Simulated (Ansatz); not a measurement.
Runs of Ansatz 0.2.0 on Al2O3. Symmetry: P-6m2, No. 187, hexagonal system. The conventional cell has a = 2.884 Å, b = 2.884 Å, c = 9.337 Å, α = 90.00°, β = 90.00°, γ = 120.00°. Al (site symmetry 3m) has 3 O at 1.80 Å as nearest neighbours. O (site symmetry 3m) has 3 Al at 1.80 Å as nearest neighbours. Around O (site symmetry -6m2) lie 6 Al at 2.18 Å. Measurements of this composition are mostly on another form, of space group No. 167.

```csv
task,cell,target pressure (GPa),gap on the mesh (eV),pressure (GPa)
relaxation of cell and atoms,relaxed to 10 GPa,10,(c),10.0
relaxation of cell and atoms,relaxed to 20 GPa,20,4.72,20.0
relaxation of cell and atoms,relaxed to 5 GPa,5,4.55,5.0
relaxation of cell and atoms,relaxed to 2 GPa,2,(b),2.0
relaxation of cell and atoms,relaxed,-,4.79,0.0
single point,as given,-,(a),0.1
relaxation of cell and atoms,relaxed to 30 GPa,30,4.86,30.0
```

Alike in all rows: level PBE; potentials or basis Ansatz PAW; no spin polarisation; k mesh 8 × 8 × 3; cutoff (eV) 420; smearing fermi-dirac 0.05 eV.

Task: Estimate the missing entries.

Result: (a) 4.80; (b) 4.57; (c) 4.59.

Caveats: odd divisions of the mesh miss points on the zone boundary, where band edges often lie, so the gap on the mesh can be too wide; the plane-wave basis is chosen anew once the cell has moved, so the energies of steps on either side of that aren't comparable (some runs).

A k mesh can miss the band edges.
